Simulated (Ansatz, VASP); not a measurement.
**PbO: VASP beside Ansatz**

INCAR

```
PREC = Accurate
ENCUT = 520
EDIFF = 1E-6
ISMEAR = -1
SIGMA = 0.02
LREAL = F
LASPH = T
NELM = 60
ALGO = Fast
ISIF = 2
LWAVE = F
LCHARG = F
GGA = PE
NBANDS = 17
```

KPOINTS

```
regular mesh
0
Gamma
  8 8 8
```

The input POSCAR:

```
PbO
1.0
    3.1793716484      0.0000000000      0.0000000000
    0.0000000000      3.1793716484      0.0000000000
    0.0000000000      0.0000000000      3.2699837403
Pb O
1 1
Direct
    0.0000000000      0.0000000000      0.0000000000
    0.5000000000      0.5000000000      0.5000000000
```

Input for Ansatz:

```yaml
crystal:
  lattice:
    - [3.1793716484, 0.0, 0.0]
    - [0.0, 3.1793716484, 0.0]
    - [0.0, 0.0, 3.2699837403]
  atoms:
    - { symbol: Pb, position: [0.0, 0.0, 0.0] }
    - { symbol: O, position: [0.5, 0.5, 0.5] }
kpoints:
  mp_grid: { grid: [8, 8, 8] }
  band_path:
    path:
      - [0.0, 0.0, 0.0]
      - [0.0, 0.5, 0.0]
      - [0.5, 0.5, 0.0]
      - [0.5, 0.5, 0.5]
      - [0.05, 0.5, 0.05]
    npoints: 1
hamiltonian:
  xc: pbe
scf:
  occupations: { method: fermi_dirac, width: 0.02 }
  n_extra_bands: 4
output:
  forces: true
  stress: true
  eigenvalues: true
```

Change from the starting cell: uniaxial_z strain +2.9%.

Alike in both runs: task single point; functional PBE; k mesh 8 × 8 × 8; occupations fermi-dirac, width 0.02 eV; no spin polarisation.

```csv
,VASP,Ansatz
version,VASP 6.6.1,Ansatz 0.2.0
potentials or method,"VASP PAW PBE potentials, release 64 (Pb_d, O)","plane waves, PAW"
plane-wave cutoff (eV),520,420
valence electrons in the cell,20,20
```

VASP gave:

```
pressure (GPa)                                  : 0.4
largest component of the traceless stress (GPa) : 3.41
```

Q: What did Ansatz give for the same quantities?

A: Pressure (GPa): 0.5; largest component of the traceless stress (GPa): 3.41.

Caveats: spin-orbit coupling is left out, which as a rule narrows the gap of such compounds by several tenths of an eV. A k mesh can miss the band edges.
